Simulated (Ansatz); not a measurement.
**LiH: how well frozen cores do**

Does the method matter for LiH? The same cell, functional and mesh are run with LAPW, all electrons, PAW on the default files and datasets made for this crystal.

Program: Ansatz 0.2.0. Level of theory: DFT LDA, scalar-relativistic. These are calculated values, not measurements.

## (1) Starting point

It takes space group Fm-3m (No. 225, cubic). Conventional cell: a = 4.065 Å, b = 4.065 Å, c = 4.065 Å, α = 90.00°, β = 90.00°, γ = 90.00°. Li (site symmetry m-3m) has 6 H at 2.03 Å as nearest neighbours. Around H (site symmetry m-3m) lie 6 Li at 2.03 Å.

Coordinates:

```
CELL_PARAMETERS angstrom
0.00000 2.03250 2.03250
2.03250 0.00000 2.03250
2.03250 2.03250 0.00000
ATOMIC_POSITIONS crystal
Li 0.00000 0.00000 0.00000
H 0.50000 0.50000 0.50000
```

Structure: COD 1010896, as refined from experiment and not relaxed.

Atoms are numbered in the order of the input: Li1, H2.

## (2) LAPW, all electrons

input.yaml reads:

```yaml
crystal:
  lattice:
    - [0.0, 2.0325, 2.0325]
    - [2.0325, 0.0, 2.0325]
    - [2.0325, 2.0325, 0.0]
  atoms:
    - { symbol: Li, position: [0.0, 0.0, 0.0] }
    - { symbol: H, position: [0.5, 0.5, 0.5] }
kpoints:
  mp_grid: { grid: [11, 11, 11] }
  band_path:
    path:
      - [0.0, 0.0, 0.0]
      - [0.5, 0.0, 0.5]
      - [0.625, 0.25, 0.625]
      - [0.375, 0.375, 0.75]
      - [0.0, 0.0, 0.0]
      - [0.5, 0.5, 0.5]
      - [0.5, 0.25, 0.75]
      - [0.5, 0.0, 0.5]
    npoints: 14
scf:
  occupations: { method: fermi_dirac, width: 0.03 }
hamiltonian:
  xc: lda
  pseudopotentials: { kind: all_electron, lapw: { basis_error: 0.001 } }
output:
  forces: true
  stress: true
  eigenvalues: true
  populations: true
  dos: { projected: true, de: 0.2, e_range: [-14, 8] }
```

Started as:

```
ansatz run input.yaml --threads 1 --pin off --max-ram 3072MiB --backend cpu --events-out ev --progress --plain --runs-dir out
```

## (3) PAW on the default files

input.yaml, as its differences from that of step 2:

```diff
@@ -25,3 +25,3 @@
   xc: lda
-  pseudopotentials: { kind: all_electron, lapw: { basis_error: 0.001 } }
+  pseudopotentials: { kind: paw }
 output:
@@ -30,3 +30,9 @@
   eigenvalues: true
+  efg: { contact_densities: true }
   populations: true
+  bader: true
   dos: { projected: true, de: 0.2, e_range: [-14, 8] }
+  write_density: true
+  write_potential: true
+  elf: true
+  volumetric_format: npy
```

## (4) Datasets made for this crystal

input.yaml, as its differences from that of step 3:

```diff
@@ -20,3 +20,3 @@
       - [0.5, 0.0, 0.5]
-    npoints: 14
+    npoints: 8
 scf:
@@ -25,3 +25,3 @@
   xc: lda
-  pseudopotentials: { kind: paw }
+  pseudopotentials: { kind: all_electron, datasets: crystal }
 output:
@@ -31,8 +31 @@
   efg: { contact_densities: true }
-  populations: true
-  bader: true
-  dos: { projected: true, de: 0.2, e_range: [-14, 8] }
-  write_density: true
-  write_potential: true
-  elf: true
-  volumetric_format: npy
```

(Steps that only read results are left out.)

Before running it: what results should come out? Wanted: pressure; gap; Bader charges; highest ELF.

As calculated:

```
           quantity                                              value
           pressure  LAPW -3.90, PAW -3.92, crystal datasets -3.92 GPa
         gap (LAPW)                               2.65 eV, direct at X
Bader charges (PAW)                              Li1 +0.84, H2 -0.84 e
  highest ELF (PAW)                                1.00, 0.00 Å from H
```

**Reading.** The pressure of -3.9 GPa pushes the cell to shrink, with the atoms held in place. A gap opens: 2.65 eV, direct at X. It is the Kohn-Sham gap of a semilocal functional, which mostly lies below the gap found in experiment. H 1s states make 95 % of the projected weight in the top eV of the valence band. The projection holds only the free atom's occupied shells (Li 2s, H 1s in this range). PAW lies -0.02 GPa from LAPW in pressure and less than 0.01 eV in the gap.
